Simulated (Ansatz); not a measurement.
**Molecular dynamics of MgO**

Input:

```yaml
accuracy: low
crystal:
  lattice:
    - [0.0, 4.240788, 4.240788]
    - [4.240788, 0.0, 4.240788]
    - [4.240788, 4.240788, 0.0]
  atoms:
    - { symbol: Mg, position: [0.0, 0.0, 0.0] }
    - { symbol: O, position: [0.25, 0.25, 0.25] }
    - { symbol: Mg, position: [0.0, 0.0, 0.5] }
    - { symbol: O, position: [0.25, 0.25, 0.75] }
    - { symbol: Mg, position: [0.0, 0.5, 0.0] }
    - { symbol: O, position: [0.25, 0.75, 0.25] }
    - { symbol: Mg, position: [0.0, 0.5, 0.5] }
    - { symbol: O, position: [0.25, 0.75, 0.75] }
    - { symbol: Mg, position: [0.5, 0.0, 0.0] }
    - { symbol: O, position: [0.75, 0.25, 0.25] }
    - { symbol: Mg, position: [0.5, 0.0, 0.5] }
    - { symbol: O, position: [0.75, 0.25, 0.75] }
    - { symbol: Mg, position: [0.5, 0.5, 0.0] }
    - { symbol: O, position: [0.75, 0.75, 0.25] }
    - { symbol: Mg, position: [0.5, 0.5, 0.5] }
    - { symbol: O, position: [0.75, 0.75, 0.75] }
basis:
  ecutwfc: 420.0
kpoints:
  mp_grid: { grid: [2, 2, 2] }
hamiltonian:
  xc: pbe
scf:
  occupations: { method: fermi_dirac, width: 0.05 }
  lower_state_search: "off"
md:
  timestep: 1
  n_steps: 180
  ensemble: nvt_langevin
  temperature: 500.0
  initial_velocities: maxwell_boltzmann
  seed: 578033
  friction: 0.02
```

Launched with:

```bash
$ ansatz run input.yaml --threads 1 --pin off --max-ram 3072MiB --backend cpu --events-out ev --progress --plain --runs-dir out
```

It starts from a structure without forces on its atoms.

Output, in part (step lines):

```
md step     0: t =     0.00 fs  T =   468.8 K  F+E_penalty+E_count = -19953.00358144 eV  E_kin = 0.969450 eV  (6 SCF iters)
md step     1: t =     1.00 fs  T =   464.7 K  F+E_penalty+E_count = -19952.99881267 eV  E_kin = 0.961086 eV  (6 SCF iters)
md step     2: t =     2.00 fs  T =   473.1 K  F+E_penalty+E_count = -19952.98499889 eV  E_kin = 0.978495 eV  (7 SCF iters)
md step     3: t =     3.00 fs  T =   448.4 K  F+E_penalty+E_count = -19952.96308026 eV  E_kin = 0.927427 eV  (7 SCF iters)
md step     4: t =     4.00 fs  T =   455.1 K  F+E_penalty+E_count = -19952.93338082 eV  E_kin = 0.941189 eV  (7 SCF iters)
md step     5: t =     5.00 fs  T =   411.3 K  F+E_penalty+E_count = -19952.89583742 eV  E_kin = 0.850703 eV  (5 SCF iters)
md step     6: t =     6.00 fs  T =   374.6 K  F+E_penalty+E_count = -19952.85312362 eV  E_kin = 0.774755 eV  (5 SCF iters)
md step     7: t =     7.00 fs  T =   367.1 K  F+E_penalty+E_count = -19952.80610404 eV  E_kin = 0.759152 eV  (5 SCF iters)
[... lines left out ...]
md step   179: t =   179.00 fs  T =   393.6 K  F+E_penalty+E_count = -19952.21040223 eV  E_kin = 0.814015 eV  (5 SCF iters)
md step   180: t =   180.00 fs  T =   418.6 K  F+E_penalty+E_count = -19952.20494247 eV  E_kin = 0.865711 eV  (7 SCF iters)
```

The steps, from the saved trajectory:

```json
{"time (fs)": "0.0", "T (K)": "469", "potential energy less start (eV)": "0.000"}
{"time (fs)": "6.0", "T (K)": "375", "potential energy less start (eV)": "0.150"}
{"time (fs)": "12.0", "T (K)": "281", "potential energy less start (eV)": "0.472"}
{"time (fs)": "18.0", "T (K)": "237", "potential energy less start (eV)": "0.738"}
{"time (fs)": "24.0", "T (K)": "223", "potential energy less start (eV)": "0.855"}
{"time (fs)": "30.0", "T (K)": "321", "potential energy less start (eV)": "0.822"}
{"time (fs)": "36.0", "T (K)": "275", "potential energy less start (eV)": "0.836"}
{"time (fs)": "42.0", "T (K)": "300", "potential energy less start (eV)": "0.810"}
{"time (fs)": "48.0", "T (K)": "389", "potential energy less start (eV)": "0.799"}
{"time (fs)": "54.0", "T (K)": "383", "potential energy less start (eV)": "0.852"}
{"time (fs)": "60.0", "T (K)": "389", "potential energy less start (eV)": "0.848"}
{"time (fs)": "66.0", "T (K)": "390", "potential energy less start (eV)": "0.780"}
{"time (fs)": "72.0", "T (K)": "424", "potential energy less start (eV)": "0.676"}
{"time (fs)": "78.0", "T (K)": "530", "potential energy less start (eV)": "0.708"}
{"time (fs)": "84.0", "T (K)": "426", "potential energy less start (eV)": "0.783"}
{"time (fs)": "90.0", "T (K)": "490", "potential energy less start (eV)": "0.885"}
{"time (fs)": "96.0", "T (K)": "478", "potential energy less start (eV)": "0.977"}
{"time (fs)": "102.0", "T (K)": "489", "potential energy less start (eV)": "1.007"}
{"time (fs)": "108.0", "T (K)": "444", "potential energy less start (eV)": "1.107"}
{"time (fs)": "114.0", "T (K)": "451", "potential energy less start (eV)": "1.201"}
{"time (fs)": "120.0", "T (K)": "408", "potential energy less start (eV)": "1.284"}
{"time (fs)": "126.0", "T (K)": "502", "potential energy less start (eV)": "1.075"}
{"time (fs)": "132.0", "T (K)": "604", "potential energy less start (eV)": "0.742"}
{"time (fs)": "138.0", "T (K)": "637", "potential energy less start (eV)": "0.713"}
{"time (fs)": "144.0", "T (K)": "479", "potential energy less start (eV)": "0.910"}
{"time (fs)": "150.0", "T (K)": "501", "potential energy less start (eV)": "0.981"}
{"time (fs)": "156.0", "T (K)": "556", "potential energy less start (eV)": "0.838"}
{"time (fs)": "162.0", "T (K)": "544", "potential energy less start (eV)": "0.756"}
{"time (fs)": "168.0", "T (K)": "440", "potential energy less start (eV)": "0.790"}
{"time (fs)": "174.0", "T (K)": "447", "potential energy less start (eV)": "0.784"}
{"time (fs)": "180.0", "T (K)": "419", "potential energy less start (eV)": "0.799"}
```

All steps were run. A run of 0.18 ps of so small a system gives no equilibrium averages. Limits of this set-up: coarse k mesh, low accuracy level.

Mean squared displacements from the first frame to the last, about the centre of mass: Mg 0.01 Å², O 0.01 Å².

Last frame:

```xyz
16
Lattice="0.0000 4.2408 4.2408 4.2408 0.0000 4.2408 4.2408 4.2408 0.0000" Properties=species:S:1:pos:R:3
Mg -0.118 -0.057 0.076
O 2.024 2.020 2.206
Mg 1.876 2.008 0.157
O 4.167 4.277 2.166
Mg 2.100 -0.011 2.157
O 4.073 2.033 4.411
Mg 4.217 2.258 2.208
O 6.107 4.271 4.404
Mg -0.155 2.100 2.188
O 2.007 4.183 4.229
Mg 1.930 4.282 2.149
O 3.985 6.475 4.317
Mg 1.992 2.146 4.229
O 4.125 4.188 6.420
Mg 4.083 4.214 4.267
O 6.198 6.423 6.463
```

The run took 6.8 min on 1 thread of Intel(R) Xeon(R) Platinum 8559C (Emerald Rapids), on a shared host, peak memory 0.61 GiB.
